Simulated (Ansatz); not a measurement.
# Li$_{2}$O: pressure against volume, fitted

```yaml
crystal:
  lattice:
    - [0.00000, 2.30950, 2.30950]
    - [2.30950, 0.00000, 2.30950]
    - [2.30950, 2.30950, 0.00000]
  atoms:
    - { symbol: Li, position: [0.25000, 0.25000, 0.25000] }
    - { symbol: Li, position: [0.75000, 0.75000, 0.75000] }
    - { symbol: O, position: [0.00000, 0.00000, 0.00000] }
```

Atoms are numbered in the order listed.

The cell is COD entry 1011372, as deposited and not checked against the literature; nothing was relaxed.

Level of theory: DFT, PBEsol, all-electron LAPW, scalar-relativistic (Ansatz 0.2.0).

Numerical set-up: a Γ-centred 9×9×9 k mesh, Fermi–Dirac smearing of 0.03 eV, basis error target 0.5 meV/atom, no spin polarisation.

The cell is scaled evenly. Fractional coordinates are held (clamped ions).

```
V (Å³/atom)  P (GPa)
      7.884     1.18
      8.048    -0.55
      8.130    -1.36
      8.212    -2.13
      8.294    -2.86
      8.377    -3.55
      8.541    -4.84
      8.705    -6.00
```

Task: Fit a third-order Birch–Murnaghan curve to the pressures.

Result: P = (3B0/2)(y^(7/2) − y^(5/2))[1 + (3/4)(B0′ − 4)(y − 1)] with y = (V0/V)^(2/3) fits within 0.01 GPa for V0 = 7.994 Å³/atom, B0 = 83.2 GPa and B0′ = 3.90.

Task: Predict the pressure at the withheld volume, 7.720 Å³/atom.

Result: There y = 1.0235, so the fit gives 3.11 GPa; the run gave 3.11 GPa.
